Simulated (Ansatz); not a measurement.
How far is PAW off for NaF?

```
CELL_PARAMETERS angstrom
0.04647 2.34653 2.34653
2.34653 0.04647 2.34653
2.34653 2.34653 0.04647
ATOMIC_POSITIONS crystal
Na 0.00000 0.00000 0.00000
F 0.50000 0.50000 0.50000
```

Atoms are numbered in the order listed.

Conventional cell: a = 3.253 Å, b = 3.253 Å, c = 8.209 Å, α = 90.00°, β = 90.00°, γ = 120.00°. Na (atom 1) is surrounded by 6 F at 2.32 Å. Around F (atom 2) lie 6 Na at 2.32 Å.

The cell comes from COD entry 9007459, which wasn't checked; take it as a given geometry. The listed cell was then made from it by scaling, straining or moving an atom.

Levels of theory: DFT, LDA, PAW with Ansatz's default frozen-core files, scalar-relativistic (Ansatz 0.2.0); DFT, LDA, all-electron PAW with datasets made for the crystal, scalar-relativistic (Ansatz 0.2.0); DFT, LDA, all-electron LAPW, scalar-relativistic (Ansatz 0.2.0).

For PAW: a Γ-centred 10×10×10 k mesh, Fermi–Dirac smearing of 0.02 eV, cutoff 420 eV, no spin polarisation; the PAW files were made with PBE, and the program remakes their frozen cores for this functional. The crystal-made all-electron datasets (AE datasets) take a cutoff of 280 eV at this cell. LAPW targets a basis error of 0.5 meV/atom. The Ansatz runs share mesh, smearing and spin set-up. Plane-wave (PAW) pressures include the program's estimate of the Pulay term.

Stress and pressure are positive in compression.

The change that made this cell: equal xy, yz and zx engineering shear strains of +2 %.

```tsv
quantity	PAW	AE datasets	LAPW
pressure (GPa)	-4.64	-4.61	-4.61
stress yz (GPa)	-0.60	-0.60	-0.60
stress xz (GPa)	-0.60	-0.60	-0.60
stress xy (GPa)	-0.60	-0.60	-0.60
band gap (eV)	5.903	5.890	5.890
field gradient Vzz at Na1 (10²¹ V/m²)	-0.16	-0.17	–
field gradient Vzz at F2 (10²¹ V/m²)	0.30	0.30	–
```
